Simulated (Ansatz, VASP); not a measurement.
# Two plane-wave programs on BN

```xyz
4
Lattice="2.5284 0.0000 0.0000 -1.2642 2.1897 0.0000 0.0000 0.0000 4.2269" Properties=species:S:1:pos:R:3 pbc="T T T"
B     1.2642    0.7299    4.2257
B     0.0000    1.4598    2.1123
N     1.2642    0.7299    2.6430
N     0.0000    1.4598    0.5295
```

Change from the starting cell: strain -0.0100 x Voigt [1, 1, 0, 0, 0, 0], atoms carried along.

Alike in both runs: task single point; functional r2SCAN; k mesh 12 × 12 × 6; occupations gaussian, width 0.05 eV; no spin polarisation.

|  | VASP | Ansatz |
| --- | --- | --- |
| version | VASP 6.6.1 | Ansatz 0.2.0 |
| potentials or method | VASP PAW PBE potentials, release 64 (B, N) | scalar-relativistic, plane waves, PAW |
| plane-wave cutoff (eV) | 520 | 500 |
| valence electrons in the cell | 16 | 16 |

Ansatz gave:

| Property | Result |
| --- | --- |
| gap on the k mesh at the Fermi level (eV) | 5.69 |
| least direct gap on the mesh (eV) | 9.02 |
| pressure (GPa) | 3.1 |
| largest component of the traceless stress (GPa) | 7.20 |
| rms of the force components (eV/Å) | 0.007 |

**Question.** What did VASP give for the same quantities?

**Answer.** gap on the k mesh at the Fermi level (eV): 5.66; least direct gap on the mesh (eV): 9.00; pressure (GPa): 4.2; largest component of the traceless stress (GPa): 7.25; rms of the force components (eV/Å): 0.004.

Atom by atom the forces differ by 0.004 eV/Å (rms over components).

Caveats: the PAW data sets were made with another functional, which shifts forces and pressure a little (VASP). A k mesh can miss the band edges.
